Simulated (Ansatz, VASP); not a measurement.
One calculation of Si2W, two programs

INCAR

```
SYSTEM = Si2W
PREC = Accurate
ENCUT = 520
EDIFF = 1E-7
ISMEAR = -1
SIGMA = 0.05
LREAL = .False.
LASPH = .True.
NELM = 100
ALGO = Normal
ISIF = 2
LWAVE = .False.
LCHARG = .False.
GGA = PS
NBANDS = 43
KPAR = 4
```

The input KPOINTS:

```
Automatic mesh
0
Gamma
  7 7 4
  0 0 0
```

Contents of POSCAR:

```
Si2W
1.0
    4.7074018880      0.0000000000      0.0000000000
   -2.3537009441      4.0767296208      0.0000000000
    0.0000000000      0.0000000000      6.7837104616
W Si
3 6
Direct
    0.5000000000      0.0000000000      0.5000000000
    0.5000000000      0.5000000000      0.8333333333
    0.0000000000      0.5000000000      0.1666666667
    0.3272520000      0.1636260000      0.1666666667
    0.8363740000      0.1636260000      0.8333333333
    0.1636260000      0.3272520000      0.5000000000
    0.6727480000      0.8363740000      0.1666666667
    0.1636260000      0.8363740000      0.8333333333
    0.8363740000      0.6727480000      0.5000000000
```

input.yaml

```yaml
crystal:
  lattice:
    - [4.707401888, 0.0, 0.0]
    - [-2.3537009441, 4.0767296208, 0.0]
    - [0.0, 0.0, 6.7837104616]
  atoms:
    - { symbol: W, position: [0.5, 0.0, 0.5] }
    - { symbol: W, position: [0.5, 0.5, 0.8333333333] }
    - { symbol: W, position: [0.0, 0.5, 0.1666666667] }
    - { symbol: Si, position: [0.327252, 0.163626, 0.1666666667] }
    - { symbol: Si, position: [0.836374, 0.163626, 0.8333333333] }
    - { symbol: Si, position: [0.163626, 0.327252, 0.5] }
    - { symbol: Si, position: [0.672748, 0.836374, 0.1666666667] }
    - { symbol: Si, position: [0.163626, 0.836374, 0.8333333333] }
    - { symbol: Si, position: [0.836374, 0.672748, 0.5] }
hamiltonian:
  xc: pbesol
  pseudopotentials: { kind: paw }
kpoints:
  mp_grid: { grid: [7, 7, 4] }
scf:
  occupations: { method: fermi_dirac, width: 0.05 }
output:
  forces: true
  stress: true
  eigenvalues: true
```

Change from the starting cell: volume scaled by 1.06.

Alike in both runs: task single point; functional PBEsol; k mesh 7 × 7 × 4; occupations fermi-dirac, width 0.05 eV; no spin polarisation.

|  | VASP | Ansatz |
| --- | --- | --- |
| version | VASP 6.6.1 | Ansatz 0.2.0 |
| potentials or method | VASP PAW PBE potentials, release 64 (W_sv, Si) | Ansatz PAW |
| plane-wave cutoff (eV) | 520 | 420 |
| valence electrons in the cell | 66 | 66 |

|  | VASP | Ansatz | Ansatz less VASP |
| --- | --- | --- | --- |
| gap on the k mesh at the Fermi level (eV) | 0.21 | 0.20 | -0.001 |
| least direct gap on the mesh (eV) | 0.59 | 0.59 | -0.001 |
| pressure (GPa) | -16.1 | -16.3 | -0.23 |
| largest component of the traceless stress (GPa) | 0.73 | 0.77 | +0.037 |
| rms of the force components (eV/Å) | 0.030 | 0.031 | +0.0008 |

Atom by atom the forces differ by 0.001 eV/Å (rms over components). The functional is the same, so the differences come from potentials, cutoffs and numerics.

Caveats: spin-orbit coupling is left out, which moves the levels of the heavy elements; the PAW data sets were made with another functional, which shifts forces and pressure a little (VASP); an odd mesh through Γ misses points on the zone boundary, where band edges often lie (VASP); odd divisions of the mesh miss points on the zone boundary, where band edges often lie, so the gap on the mesh can be too wide (Ansatz); the PAW data sets come from PBE, with cores solved anew for the run's functional, which leaves a small shift of forces and pressure (Ansatz).
